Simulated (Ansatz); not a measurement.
**Te: computed DOS**

```xyz
3
Lattice="4.2341 -2.3712 0.0000 4.2341 2.3712 0.0000 -0.1305 0.0000 3.9573" Properties=species:S:1:pos:R:3 pbc="T T T"
Te    5.6364    0.0000    2.6712
Te    2.7013    0.0000    1.2861
Te    0.0000    0.0000    0.0000
```

The conventional cell has a = 8.468 Å, b = 4.742 Å, c = 3.959 Å, α = 90.00°, β = 91.89°, γ = 90.00°. Te (atom 1) is surrounded by 6 Te at 2.99 to 3.25 Å. Around Te (atom 3) lie 6 Te at 2.99 to 3.10 Å.

The cell is COD entry 1533530, as deposited and not checked against the literature; nothing was relaxed.

No spin–orbit coupling, which matters for the heavy atoms here.

Computed with Ansatz 0.2.0, DFT, LDA, all-electron LAPW, scalar-relativistic.

The runs use a Γ-centred 8×8×8 k mesh, Fermi–Dirac smearing of 0.05 eV, basis error target 1 meV/atom, no spin polarisation.

States per eV and cell, averaged over 0.4 eV, from -5.8 to 3.6 eV, with energies (bin centres) from the Fermi level; empty bins are left out. 

```json
{"E (eV)": "-5.7", "total": "2.01"}
{"E (eV)": "-5.3", "total": "2.06"}
{"E (eV)": "-4.9", "total": "2.02"}
{"E (eV)": "-4.5", "total": "1.96"}
{"E (eV)": "-4.1", "total": "1.46"}
{"E (eV)": "-3.7", "total": "1.31"}
{"E (eV)": "-3.3", "total": "1.86"}
{"E (eV)": "-2.9", "total": "2.51"}
{"E (eV)": "-2.5", "total": "2.12"}
{"E (eV)": "-2.1", "total": "1.98"}
{"E (eV)": "-1.7", "total": "1.99"}
{"E (eV)": "-1.3", "total": "2.06"}
{"E (eV)": "-0.9", "total": "1.80"}
{"E (eV)": "-0.5", "total": "1.59"}
{"E (eV)": "-0.1", "total": "1.95"}
{"E (eV)": "0.3", "total": "1.54"}
{"E (eV)": "0.7", "total": "1.43"}
{"E (eV)": "1.1", "total": "1.67"}
{"E (eV)": "1.5", "total": "1.71"}
{"E (eV)": "1.9", "total": "1.80"}
{"E (eV)": "2.3", "total": "2.15"}
{"E (eV)": "2.7", "total": "2.76"}
{"E (eV)": "3.1", "total": "1.58"}
{"E (eV)": "3.5", "total": "0.71"}
```
